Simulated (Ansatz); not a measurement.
**2H-MoTe2 bilayer (2H stacking) in a perpendicular field**

What dipole does a perpendicular field induce in the 2H-MoTe2 bilayer (2H stacking), and does the gap follow? A positive field points along +c.

Calculated with Ansatz 0.2.0; plane-wave DFT, PBE-D3(BJ), Ansatz PAW.

## (1) Set-up

The cell holds 6 atoms: 4 Te and 2 Mo. Its edges and angles: a = 3.550 Å, b = 3.550 Å, c = 52.648 Å, α = 90.0°, β = 90.0°, γ = 120.0°. Regions: layer 1: 2H-MoTe2, 3 atoms (2 Te and 1 Mo); layer 2: 2H-MoTe2, 3 atoms (2 Te and 1 Mo). Vacuum lies along c.

## (2) Relaxation

The starting cell is a guess, so the in-plane lattice and the atoms are relaxed first, with the slab cut off from its images along the normal.

File input.yaml:

```yaml
crystal:
  lattice:
    - [3.55, 0.0, 0.0]
    - [-1.775, 3.0743901834, 0.0]
    - [0.0, 0.0, 52.6482052597]
  atoms:
    - { symbol: Te, position: [0.3333333333, 0.6666666667, 0.3969745958] }
    - { symbol: Mo, position: [0.0, 0.0, 0.432817248] }
    - { symbol: Te, position: [0.3333333333, 0.6666666667, 0.4686599003] }
    - { symbol: Te, position: [0.0, 0.0, 0.5313400997] }
    - { symbol: Mo, position: [0.3333333333, 0.6666666667, 0.567182752] }
    - { symbol: Te, position: [0.0, 0.0, 0.6030254042] }
  periodic: [true, true, false]
kpoints:
  mp_grid: { grid: [12, 12, 1] }
hamiltonian:
  xc: pbe
  dispersion: d3bj
scf:
  occupations: { method: fermi_dirac, width: 0.05 }
  convergence: { dr2_threshold: 1.0e-09 }
relax:
  f_tol: 0.004
  max_steps: 90
  cell: {}
output:
  write_potential: true
  write_density: true
  volumetric_format: npy
```

Started as:

```sh
$ ansatz run input.yaml --threads 4 --pin off --max-ram 8192MiB --backend cpu --events-out ev --progress --plain --runs-dir out
```

Numbers of over 12 decimals in the logs are rounded to 6 here.

The log of the run:

```text
Warning: relax.cell: scf.convergence.dr2_threshold = 1e-9 eV is looser than the 1.38042845272e-10 eV advised for a relaxation that steers and ends on the stress (1e-10 eV for each atom of the cell: 6, times the square of relax.cell.stress_2d_tol = 0.05 N/m over 20.8 Å (the atoms' height at the walk's start and 5 Å past either face), 2.398e-2 GPa, over a crystal's default 0.05). What an SCF threshold leaves in a stress goes as its square root, and in the free energy as the threshold itself, and one threshold admits the most on a small cell: [figures from the program's tests cut] Set scf.convergence.dr2_threshold to 1.38042845272e-10 eV or tighter. [rest of the remark cut]
Engine: ansatz 0.2.0, x86_64-unknown-linux-gnu
Pseudopotentials: kind: paw
Pseudopotential: Te, paw, valence charge 16, recommended cutoff 420 eV (normal), Te.paw.azcp
Pseudopotential: Mo, paw, valence charge 14, recommended cutoff 420 eV (normal), Mo.paw.azcp
Functional definition: PBE
  parameter kappa = 0.804
  parameter beta = 0.066725
  exchange = pbe_x(kappa = kappa, mu = beta*pi^2/3)
  correlation = pbe_c(beta = beta)
Crystal: 6 atoms, lattice volume = 574.607 Å³
Basis set: ecut = 420 eV, 11101 PW (Γ), exchange–correlation on 48×48×720 points (8 copies of the dense FFT grid, shifted against one another)
Bands: 56, of which v1, the nominal top of the filled ones, is band 46 counted from 1 (45 counted from 0)
Symmetry: 12 space group operations
Space group: P-3m1 (ITA 164), of the structure as read, at distance tolerance 8.3e-5 Å
k-points: 19 of 144
Non-local potential: Te, projectors of the file, l = 0: 2, l = 1: 2, l = 2: 2, l = 3: 2
Non-local potential: Mo, projectors of the file, l = 0: 3, l = 1: 2, l = 2: 2, l = 3: 1
PAW form: soft (Blöchl's): semilocal exchange-correlation on the pseudo side does not see the compensation charge
PAW one-centre angular grid: Te, 590 points (default); XC on 64 Gauss nodes
PAW one-centre angular grid: Mo, 590 points (default); XC on 64 Gauss nodes
Initial density: superposition of atomic densities (neutral atoms: chi_scale 0, normalization atom), corrected by the library's trained network
Initial wavefunctions: pseudopotential atomic-orbital guess
Functional: x = pbe(κ = 0.804, μ = 0.219515), c = pbe(β = 0.066725)
SCF iter   1: F=—  HF=-37835.984230 eV  |F-HF|=—  |Δ(HF+E_count)|=         —  Δρ=2.50e-3  dr2=1.33e-1  ethr=1.77e-3  ⟨swp⟩=17.7  Hψ=6878  notcnv=0  defer=1
preconditioner: auto → Resta (q_TF=auto, 2.010 Å⁻¹)  ε∞=2.8  [insulator: Δε(μ)=0.865 eV  Ē_g=7.004 eV  σ=0.050 eV  W_gap=1.00  n_scr=32 (ndim 8)  ℏωp=9.3 eV  f_vac=0.718  D(μ)=0.00/eV (n_scr^D=0)  ε∞_Penn≈2.8  vacuum switching on, ρ_ref=3.6e-3 e/Å³]
SCF iter   2: F=—  HF=-37836.014911 eV  |F-HF|=—  |Δ(HF+E_count)|=   3.07e-2  Δρ=2.28e-3  dr2=3.74e-1  ethr=1.44e-4  ⟨swp⟩=4.2  Hψ=2363  notcnv=0  defer=35
SCF iter   3: F=—  HF=-37835.990060 eV  |F-HF|=—  |Δ(HF+E_count)|=   2.49e-2  Δρ=1.03e-3  dr2=4.62e-3  ethr=1.44e-4  ⟨swp⟩=3.8  Hψ=1665  notcnv=0  defer=35
SCF iter   4: F=—  HF=-37835.992834 eV  |F-HF|=—  |Δ(HF+E_count)|=   2.77e-3  Δρ=1.21e-4  dr2=1.26e-4  ethr=5.02e-6  ⟨swp⟩=3.3  Hψ=1679  notcnv=0  defer=35
SCF iter   5: F=—  HF=-37835.992833 eV  |F-HF|=—  |Δ(HF+E_count)|=   1.02e-6  Δρ=7.16e-5  dr2=6.26e-5  ethr=1.37e-7  ⟨swp⟩=4.4  Hψ=2571  notcnv=0  defer=35
SCF iter   6: F=—  HF=-37835.992843 eV  |F-HF|=—  |Δ(HF+E_count)|=   9.93e-6  Δρ=7.18e-5  dr2=1.06e-4  ethr=6.81e-8  ⟨swp⟩=2.9  Hψ=1535  notcnv=0  defer=35
SCF iter   7: F=—  HF=-37835.992845 eV  |F-HF|=—  |Δ(HF+E_count)|=   2.24e-6  Δρ=9.86e-6  dr2=1.15e-6  ethr=6.81e-8  ⟨swp⟩=2.8  Hψ=1499  notcnv=0  defer=35
SCF iter   8: F=—  HF=-37835.992906 eV  |F-HF|=—  |Δ(HF+E_count)|=   6.06e-5  Δρ=3.95e-6  dr2=1.33e-7  ethr=1.24e-9  ⟨swp⟩=3.8  Hψ=2203  notcnv=0  defer=35
SCF iter   9: F=—  HF=-37835.992906 eV  |F-HF|=—  |Δ(HF+E_count)|=   5.68e-8  Δρ=8.62e-7  dr2=7.62e-9  ethr=1.45e-10  ⟨swp⟩=2.9  Hψ=2036  notcnv=0  defer=35
SCF iter  10: F=-37835.992906 eV  HF=-37835.992906 eV  |F-HF|=2.10e-9  |Δ(HF+E_count)|=   3.46e-9  Δρ=2.92e-7  dr2=5.03e-10  ethr=1.09e-12  ⟨swp⟩=13.3  Hψ=8074  notcnv=0
SCF 1 converged in 10 iterations: F = -37835.992906 eV  dr2 = 5.03e-10
  greatest PAW one-centre occupation: 0.998 electrons in one spin orbital (limit 2), on the Mo atom at site 4 (counted from 0), in its partial waves of l = 0
relax step   1: F+E_penalty+E_count = -37835.99290582 eV  Δ(F+E_penalty+E_count) = +0.000e0 eV  max|allowed force component| = 1.077e0 eV/Å  Δτ_max = 0.0000 Å  P = -6.957 N/m  Ω = 574.607 Å³  fix = [c, alpha, beta]  reactions: c -0.000 N/m  (10 SCF iters, accepted)
Crystal: 6 atoms, lattice volume = 562.370 Å³
Basis set: ecut = 420 eV, 10969 PW (Γ), exchange–correlation on 48×48×720 points (8 copies of the dense FFT grid, shifted against one another)
Initial density: handed on by an earlier stage of this run
Initial wavefunctions: those handed on with the density
iter 1 solved again at ethr=6.04e-4 eV; its pass at ethr=3.10e-3 eV (dr2=5.56e-1 eV) is discarded
SCF iter   1: F=—  HF=-37835.915104 eV  |F-HF|=—  |Δ(HF+E_count)|=         —  Δρ=7.34e-3  dr2=5.62e-1  ethr=6.04e-4  ⟨swp⟩=2.5  Hψ=7643  notcnv=0
preconditioner: auto → Resta (q_TF=auto, 2.018 Å⁻¹)  ε∞=2.5  [insulator: Δε(μ)=0.696 eV  Ē_g=7.551 eV  σ=0.050 eV  W_gap=1.00  n_scr=32 (ndim 8)  ℏωp=9.4 eV  f_vac=0.725  D(μ)=0.00/eV (n_scr^D=0)  ε∞_Penn≈2.5  vacuum switching on, ρ_ref=4.1e-3 e/Å³]
SCF iter   2: F=—  HF=-37835.928750 eV  |F-HF|=—  |Δ(HF+E_count)|=   1.36e-2  Δρ=6.67e-3  dr2=7.34e-1  ethr=6.04e-4  ⟨swp⟩=4.3  Hψ=1927  notcnv=0
SCF iter   3: F=—  HF=-37835.839743 eV  |F-HF|=—  |Δ(HF+E_count)|=   8.90e-2  Δρ=2.32e-3  dr2=2.26e-2  ethr=6.04e-4  ⟨swp⟩=3.4  Hψ=1868  notcnv=0  defer=33
SCF iter   4: F=—  HF=-37835.835850 eV  |F-HF|=—  |Δ(HF+E_count)|=   3.89e-3  Δρ=3.83e-4  dr2=4.49e-4  ethr=2.46e-5  ⟨swp⟩=3.6  Hψ=1915  notcnv=0  defer=39
SCF iter   5: F=—  HF=-37835.835966 eV  |F-HF|=—  |Δ(HF+E_count)|=   1.16e-4  Δρ=9.61e-5  dr2=9.76e-5  ethr=4.88e-7  ⟨swp⟩=3.4  Hψ=2218  notcnv=0  defer=39
SCF iter   6: F=—  HF=-37835.836046 eV  |F-HF|=—  |Δ(HF+E_count)|=   7.94e-5  Δρ=6.86e-5  dr2=4.42e-4  ethr=1.06e-7  ⟨swp⟩=4.2  Hψ=2380  notcnv=0  defer=39
SCF iter   7: F=—  HF=-37835.836017 eV  |F-HF|=—  |Δ(HF+E_count)|=   2.82e-5  Δρ=1.86e-5  dr2=4.20e-6  ethr=1.06e-7  ⟨swp⟩=3.0  Hψ=1457  notcnv=0  defer=39
SCF iter   8: F=—  HF=-37835.836075 eV  |F-HF|=—  |Δ(HF+E_count)|=   5.81e-5  Δρ=4.58e-6  dr2=1.91e-7  ethr=4.57e-9  ⟨swp⟩=4.4  Hψ=2533  notcnv=0  defer=39
[...]
SCF iter   8: F=—  HF=-37836.208441 eV  |F-HF|=—  |Δ(HF+E_count)|=   1.28e-4  Δρ=4.69e-6  dr2=2.98e-7  ethr=3.88e-9  ⟨swp⟩=3.5  Hψ=2216  notcnv=0  defer=18
SCF iter   9: F=—  HF=-37836.208441 eV  |F-HF|=—  |Δ(HF+E_count)|=   1.14e-7  Δρ=1.82e-6  dr2=3.58e-8  ethr=3.24e-10  ⟨swp⟩=3.1  Hψ=1781  notcnv=0  defer=18
SCF iter  10: F=—  HF=-37836.208441 eV  |F-HF|=—  |Δ(HF+E_count)|=   1.32e-8  Δρ=2.93e-7  dr2=1.85e-9  ethr=3.90e-11  ⟨swp⟩=3.5  Hψ=2068  notcnv=0  defer=18
SCF iter  11: F=-37836.208441 eV  HF=-37836.208441 eV  |F-HF|=5.82e-10  |Δ(HF+E_count)|=   1.56e-9  Δρ=7.08e-8  dr2=3.88e-11  ethr=1.09e-12  ⟨swp⟩=12.5  Hψ=7589  notcnv=0
SCF 3 converged in 11 iterations: F = -37836.208441 eV  dr2 = 3.88e-11
relax step   3: F+E_penalty+E_count = -37836.20844087 eV  Δ(F+E_penalty+E_count) = -2.155e-1 eV  max|allowed force component| = 2.394e-1 eV/Å  Δτ_max = 0.0946 Å  P = -1.290 N/m  Ω = 560.079 Å³  energy of the carried Pulay correction = +7.109e-4 eV  fix = [c, alpha, beta]  reactions: c -0.000 N/m  (11 SCF iters, accepted)
[...]
relax step   4: F+E_penalty+E_count = -37836.22154514 eV  Δ(F+E_penalty+E_count) = -1.310e-2 eV  max|allowed force component| = 1.520e-2 eV/Å  Δτ_max = 0.0965 Å  P = +0.160 N/m  Ω = 558.096 Å³  energy of the carried Pulay correction = +8.094e-4 eV  fix = [c, alpha, beta]  reactions: c +0.000 N/m  (11 SCF iters, accepted)
[...]
relax step   5: F+E_penalty+E_count = -37836.22160761 eV  Δ(F+E_penalty+E_count) = -6.247e-5 eV  max|allowed force component| = 1.388e-2 eV/Å  Δτ_max = 0.0024 Å  P = +0.035 N/m  Ω = 558.726 Å³  energy of the carried Pulay correction = +7.780e-4 eV  fix = [c, alpha, beta]  reactions: c +0.000 N/m  (8 SCF iters, accepted)
[...]
relax step   6: F+E_penalty+E_count = -37836.22165692 eV  Δ(F+E_penalty+E_count) = -4.931e-5 eV  max|allowed force component| = 1.244e-2 eV/Å  Δτ_max = 0.0122 Å  P = +0.074 N/m  Ω = 558.443 Å³  energy of the carried Pulay correction = +7.921e-4 eV  fix = [c, alpha, beta]  reactions: c +0.000 N/m  (9 SCF iters, accepted)
[...]
relax step   7: F+E_penalty+E_count = -37836.22169221 eV  Δ(F+E_penalty+E_count) = -3.529e-5 eV  max|allowed force component| = 1.221e-3 eV/Å  Δτ_max = 0.0045 Å  P = +0.005 N/m  Ω = 558.633 Å³  energy of the carried Pulay correction = +7.827e-4 eV  fix = [c, alpha, beta]  reactions: c +0.000 N/m  (9 SCF iters, accepted)
Initial wavefunctions: pseudopotential atomic-orbital guess (no wavefunctions were taken with the density)
iter 1 solved again at ethr=4.16e-8 eV; its pass at ethr=3.10e-3 eV (dr2=3.82e-5 eV) is discarded
SCF iter   1: F=—  HF=-37836.220858 eV  |F-HF|=—  |Δ(HF+E_count)|=         —  Δρ=1.96e-5  dr2=2.99e-7  ethr=4.16e-8  ⟨swp⟩=7.7  Hψ=12215  notcnv=0
SCF iter   2: F=—  HF=-37836.220865 eV  |F-HF|=—  |Δ(HF+E_count)|=   6.60e-6  Δρ=9.70e-6  dr2=7.37e-8  ethr=3.25e-10  ⟨swp⟩=4.3  Hψ=2917  notcnv=0
SCF iter   3: F=—  HF=-37836.220865 eV  |F-HF|=—  |Δ(HF+E_count)|=   1.23e-7  Δρ=2.17e-6  dr2=5.51e-8  ethr=8.01e-11  ⟨swp⟩=2.6  Hψ=2099  notcnv=0
SCF iter   4: F=—  HF=-37836.220865 eV  |F-HF|=—  |Δ(HF+E_count)|=  1.89e-10  Δρ=1.34e-6  dr2=3.93e-8  ethr=5.99e-11  ⟨swp⟩=3.0  Hψ=1668  notcnv=0
SCF iter   5: F=—  HF=-37836.220865 eV  |F-HF|=—  |Δ(HF+E_count)|=  6.04e-10  Δρ=6.30e-7  dr2=6.65e-9  ethr=4.27e-11  ⟨swp⟩=1.8  Hψ=1262  notcnv=0
SCF iter   6: F=-37836.220865 eV  HF=-37836.220865 eV  |F-HF|=4.66e-10  |Δ(HF+E_count)|=   1.08e-9  Δρ=1.55e-7  dr2=6.53e-10  ethr=1.09e-12  ⟨swp⟩=16.4  Hψ=8944  notcnv=0
SCF 8 converged in 6 iterations: F = -37836.220865 eV  dr2 = 6.53e-10
relax step   8: F+E_penalty+E_count = -37836.22086497 eV  Δ(F+E_penalty+E_count) = +8.272e-4 eV  max|allowed force component| = 1.211e-3 eV/Å  Δτ_max = 0.0000 Å  P = +0.008 N/m  Ω = 558.633 Å³  fix = [c, alpha, beta]  reactions: c +0.000 N/m  stress off target by 7.62e-3 N/m on what of the cell is left free  SCF on the basis re-selected at this cell (its energy is not comparable with the rows above)  (6 SCF iters)
basis re-selected at this cell: Δ(F+E_penalty+E_count) = +8.272e-4 eV, ΔP = +0.003 N/m vs the last step (what re-selecting the basis moved, of the pressure what is left beyond the Pulay correction that the steps carried, after the strain that the cell walked since its last selection, with what the two solves' SCF thresholds leave and, on support functions, any second-order correction that the steps lacked; it is no m [...]
WARN: The output density's exchange-correlation potential varies sharply where the density is thin. Do not read a vacuum level from v_tot or v_xc, or from such a field of the output density. On a cell that repeats whose density bears no net charge and no dipole along the vacuum's axis use v_es (v_loc + v_h of the components); under efield.dipole_correction with no amplitude use v_es + v_field, which holds any externa [...]
SCF converged after 6 iterations
Free energy (F): -37836.220865 eV
Harris-Foulkes:  -37836.220865 eV  (|F-HF|=4.66e-10)
Internal energy: -37836.220847 eV  (E = F + TS)
E sigma→0 (E₀):  -37836.220856 eV
Entropy (-TS):   -0.000018 eV (-0.003 meV/atom)
Fermi energy:    -4.260996 eV
--- Per-component energies (eV) ---
  E_band       = -2721.611988
  E_kinetic    = 1609.654476
  E_local      = -642629.727453  (includes V_loc(G=0)·N_el)
  E_nonlocal   = -952.650054
  E_hartree    = 320969.373658
  E_xc         = -865.985269
  E_vxc        = -877.196821  (∫ρ·V_xc dr)
  E_paw        = -25053.964067  (= ΣΔE_a)
  E_vpaw       = -1810.427849  (= ΣTr[D̂ρ^β])
  E_aug_tail   = -0.000605  (compensation charges beyond the density's cutoff)
  E_ewald      = 309089.925286
  E_disp       = -2.846820  (pairwise vdW)
  E_smearing   = -0.000018  (= −TS)
  E_closure    = 0.000000  (closes the sum)
  Σ components = -37836.220865   (vs F -37836.220865, Δ=0.00e0)
--- Forces (eV/Å), atoms counted from 1 ---
  atom   1  Te    -0.00000000    -0.00000000     0.00084829
  atom   2  Mo     0.00000000     0.00000000    -0.00121057
  atom   3  Te     0.00000000    -0.00000000     0.00052061
  atom   4  Te     0.00000000     0.00000000    -0.00052061
  atom   5  Mo     0.00000000    -0.00000000     0.00121057
  atom   6  Te     0.00000000     0.00000000    -0.00084829
  max |Σ_I F_I| component: 4.63e-18 eV/Å
--- 2D stress c σ (N/m, compression-positive) ---
        0.007619      -0.000000       0.000000
        0.000000       0.007619       0.000000
        0.000000       0.000000       0.000000
  P = ½ c Tr σ = 0.0076 N/m
--- Band table (eV; the first three rows and the last of 19) ---
  k-point 0: bands = [... 42 lower, -5.6367, -5.6367, -5.5491, -4.6681, -1.7236, -1.7236, -1.6043, -1.6043, ... 6 higher]
  k-point 1: bands = [... 42 lower, -5.6892, -5.5509, -5.4942, -4.7099, -2.1053, -2.0184, -1.9356, -1.8535, ... 6 higher]
  k-point 2: bands = [... 42 lower, -5.8536, -5.5823, -5.5242, -5.0484, -2.8374, -2.7198, -2.5726, -2.4092, ... 6 higher]
  k-point 18: bands = [... 42 lower, -6.6143, -6.6143, -4.9315, -4.7714, -3.6301, -3.6301, -3.3494, -2.7578, ... 6 higher]
  the weakly bound empty levels are not read free of the cell's end (no_gap_told)
--- Relaxed structure (7 steps of the walk, 6 accepted, 1 SCFs on fresh bases) ---
  F+E_penalty+E_count = -37836.22086497 eV   max|allowed force component| = 1.211e-3 eV/Å   (the final SCF, on the basis selected at the relaxed cell)
  cell:  # Å, volume = 558.6330 Å³
    - [3.500307, 0, 0]
    - [-1.750154, 3.031355, 0]
    - [0, 0, 52.6482052597]
  atoms:
    - { symbol: Te, position: [0.333333, 0.666667, 0.400425] }
    - { symbol: Mo, position: [1.2721611922308102e-17, -5.0885221963063406e-17, 0.434925] }
    - { symbol: Te, position: [0.333333, 0.666667, 0.469459] }
    - { symbol: Te, position: [7.93570157581612e-18, -5.0885221963063406e-17, 0.530541] }
    - { symbol: Mo, position: [0.333333, 0.666667, 0.565075] }
    - { symbol: Te, position: [3.5715244044758325e-18, -5.0885221963063406e-17, 0.599575] }
```

Elapsed: 3.5 min, on 4 threads of Intel Xeon at 2.50GHz (Skylake/Cascade Lake), shared host; peak memory 1.4 GiB; 12 min of CPU time.

Relaxation path:

```
step  energy less that of the first step (eV)  largest force component (eV/Å)  volume (Å³)
   1                                   0.0000                          1.0774       574.61
   2                                   0.1568                          1.7662       562.37
   3                                  -0.2155                          0.2394       560.08
   4                                  -0.2286                          0.0152       558.10
   5                                  -0.2287                          0.0139       558.73
   6                                  -0.2288                          0.0124       558.44
   7                                  -0.2288                          0.0012       558.63
  8*                                  -0.2280                          0.0012       558.63
```

Relaxation steps marked * repeat the geometry before them on a plane-wave basis chosen anew for their cell, so energy and pressure can jump there. Relaxation step 2 was tried and not accepted.

Forces are held to the 12 operations that the run works with; a distortion that breaks them can't arise in this run.

```
cell as run  before  after  change
      a (Å)   3.550  3.500  -1.4 %
      b (Å)   3.550  3.500  -1.4 %
```

The atoms that moved most (Å, along periodic axes as changes of fractional coordinates times the final cell, across vacuum about the mean position):

```
atom     dx     dy      dz  length
 Te6  0.000  0.000  -0.182   0.182
 Te1  0.000  0.000   0.182   0.182
 Mo2  0.000  0.000   0.111   0.111
 Mo5  0.000  0.000  -0.111   0.111
 Te4  0.000  0.000  -0.042   0.042
 Te3  0.000  0.000   0.042   0.042
```

The relaxed structure:

```xyz
6
Lattice="3.5003 0.0000 0.0000 -1.7502 3.0314 0.0000 0.0000 0.0000 52.6482" Properties=species:S:1:pos:R:3
Te    0.0000    2.0209   21.0816
Mo    0.0000    0.0000   22.8980
Te    0.0000    2.0209   24.7162
Te    0.0000    0.0000   27.9320
Mo    0.0000    2.0209   29.7502
Te    0.0000    0.0000   31.5666
```

The lattice constant a goes from 3.550 to 3.500 Å.

(Continued in part 2 of 3.)

[Logs are printed without paths, hosts, clocks, repeated set-up lines and the standing remarks that a program may print on its own settings, such as how far it seeks lower states.]

[Hosts, paths, dates, database ids (printed as entryN), source tags and the programs' standing remarks are cut or masked in the printed files.]

[Maps of the electrostatic potential energy from Ansatz leave out the sawtooth potential of an applied field or a dipole correction, so their vacuum need not be flat; planar profiles and work functions include it.]
